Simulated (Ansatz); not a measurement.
The cell is LiF in the CsCl-type structure; cell and atoms were relaxed with r2SCAN. The symmetry is Pm-3m (No. 221, cubic); conventional cell a = 2.516 Å, 7.97 Å³ an atom. Li is surrounded by 8 F at 2.18 Å; F is surrounded by 8 Li at 2.18 Å.

```
CELL_PARAMETERS angstrom
2.51626 0.00000 0.00000
0.00000 2.51626 0.00000
0.00000 0.00000 2.51626
ATOMIC_POSITIONS crystal
Li 0.00000 0.00000 0.00000
F 0.50000 0.50000 0.50000
```

The questions ask for values computed with the PAW code Ansatz on this geometry. Note: simulated data, non-magnetic, for a generated structure that need not be the stable one.

Given (10×10×10 mesh): With r2SCAN the valence top lies at M and the conduction bottom at Γ, 8.91 eV higher; the smallest vertical gap, at Γ, is 9.64 eV.

Problem. What does DDH-PBE0 give for the gap (8×8×8 mesh)?

Solution. DDH-PBE0 gives an indirect gap of 13.54 eV, from M to Γ; the least direct gap is 14.33 eV at Γ. The share of exact exchange is 0.463. The gap differs by +4.63 eV from r2SCAN's.

Problem. What does PBE0 give for the gap (8×8×8 mesh)?

Solution. The PBE0 gap is indirect, 10.93 eV (M to Γ), below the direct gap of 11.69 eV at Γ. The gap differs by +2.02 eV from r2SCAN's.

Problem. Estimate the gap with r2SCAN0 on 8×8×8.

Solution. r2SCAN0 gives an indirect gap of 11.57 eV, from M to Γ; the least direct gap is 12.34 eV at Γ. The gap differs by +2.66 eV from r2SCAN's.

Problem. What does G0W0@PBE with 118 empty bands, a screening cutoff of 220 eV and a 6×6×6 mesh give?

Solution. 11.95 eV (the shift on the mesh added to PBE's least gap). The quasiparticle gap on this mesh is 11.95 eV (M to Γ), against 7.94 eV from PBE: +4.01 eV. Renormalisation factors Z lie between 0.80 and 0.89. G0W0 values are finite-basis, finite-mesh values.

Problem. Roughly how does the cost of the DDH-PBE0 run (8×8×8) compare with r2SCAN's (10×10×10)?

Solution. About 21 times as much (100 core-seconds against 5 core-seconds, on 2 threads of Intel(R) Xeon(R) Processor @ 2.50GHz (Skylake/Cascade Lake) (shared host)).

Problem. How strongly does the crystal screen a field with clamped ions (r2SCAN)?

Solution. ε∞: 2.06 in all directions. Born charges, averaged over directions: Li +1.10, F -1.10 e.

The meshes of the hybrids are coarse, so their gaps aren't converged to the digits shown.
